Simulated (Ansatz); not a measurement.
Write the native input for Ansatz 0.2.0 that does the following.

| Item | Value |
| --- | --- |
| Task | single point |
| Functional | PBE |
| Potentials or basis | Ansatz PAW |
| Cutoff | 420 eV (not typed: the program's choice for these potentials) |
| k mesh | 9 × 9 × 9 |
| Occupations | gaussian, width 0.011 eV |
| Spin | no spin polarisation |

Crystal: MgS (Niningerite).

```
S Mg
1.0
     0.00000    2.60165    2.60165
     2.60165    0.00000    2.60165
     2.60165    2.60165    0.00000
S Mg
1 1
Cartesian
  2.6016 2.6016 2.6016
  0.0000 0.0000 0.0000
```

The input as run:

input.yaml

```yaml
crystal:
  lattice:
    - [0.0, 2.60165, 2.60165]
    - [2.60165, 0.0, 2.60165]
    - [2.60165, 2.60165, 0.0]
  atoms:
    - { symbol: S, position: [0.5, 0.5, 0.5] }
    - { symbol: Mg, position: [0.0, 0.0, 0.0] }
hamiltonian:
  xc: pbe
  pseudopotentials: { kind: paw }
kpoints:
  mp_grid: { grid: [9, 9, 9] }
scf:
  occupations: { method: gaussian, width: 0.011 }
output:
  forces: true
  stress: true
  eigenvalues: true
```

Potentials or basis: Ansatz PAW.

Command:

```bash
$ ansatz run input.yaml --threads 2 --pin off --max-ram 5632MiB --backend cpu --events-out ev --progress --plain --runs-dir out
```

It gave:

```
Pressure               : 1.2 GPa
Band gap on the k mesh : 2.92 eV, indirect (least direct gap 3.72 eV)
```

Caveat: odd divisions of the mesh miss points on the zone boundary, where band edges often lie, so the gap on the mesh can be too wide.

It took 0.45 s on 2 threads of Intel(R) Xeon(R) Platinum 8488C (Sapphire Rapids) (shared host), peak memory 0.34 GiB.
